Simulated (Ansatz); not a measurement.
A run of Ansatz 0.2.0 is set up as follows.

File input.yaml:

```yaml
crystal:
  lattice:
    - [2.8273666084, 1.6323808724, 2.3183934932]
    - [-2.8273666084, 1.6323808724, 2.3183934932]
    - [0.0, -3.2647617449, 2.3183934932]
  atoms:
    - { symbol: Ba, position: [-0.012677, -0.007979, 0.007118] }
    - { symbol: Ti, position: [0.483124, 0.472588, 0.482033] }
    - { symbol: O, position: [0.510502, 0.00929, 0.516531] }
    - { symbol: O, position: [0.021182, 0.520255, 0.513586] }
    - { symbol: O, position: [0.510776, 0.51392, 0.01422] }
hamiltonian:
  xc: pbe
  pseudopotentials: { kind: paw }
kpoints:
  mp_grid: { grid: [7, 7, 7] }
scf:
  occupations: { method: fermi_dirac, width: 0.05 }
output:
  forces: true
  stress: true
  eigenvalues: true
  write_density: true
  write_potential: true
  elf: true
  volumetric_format: npy
```

Potentials or basis: Ansatz PAW.

The run is started by

```console
$ ansatz run input.yaml --threads 2 --pin off --max-ram 5120MiB --backend cpu --events-out ev --progress --plain --runs-dir out
```

Question: Estimate the band gap on the k mesh.

Answer: 2.61 eV, indirect (least direct gap 2.99 eV).

Question: Predict the largest force.

Answer: 0.536 eV/Å.

Question: Predict the pressure.

Answer: 5.3 GPa.

Forces on the atoms (eV/Å):
```
Ba   0.201  0.295 -0.023
Ti  -0.297 -0.100  0.435
O   -0.285  0.317  0.096
O    0.150 -0.163 -0.456
O    0.232 -0.349 -0.053
```

Caveat: odd divisions of the mesh miss points on the zone boundary, where band edges often lie, so the gap on the mesh can be too wide; the pressure holds a Pulay correction of +0.5 GPa for the finite cutoff; spin-orbit coupling is left out, which moves the levels of the heavy elements. A k mesh can miss the band edges.
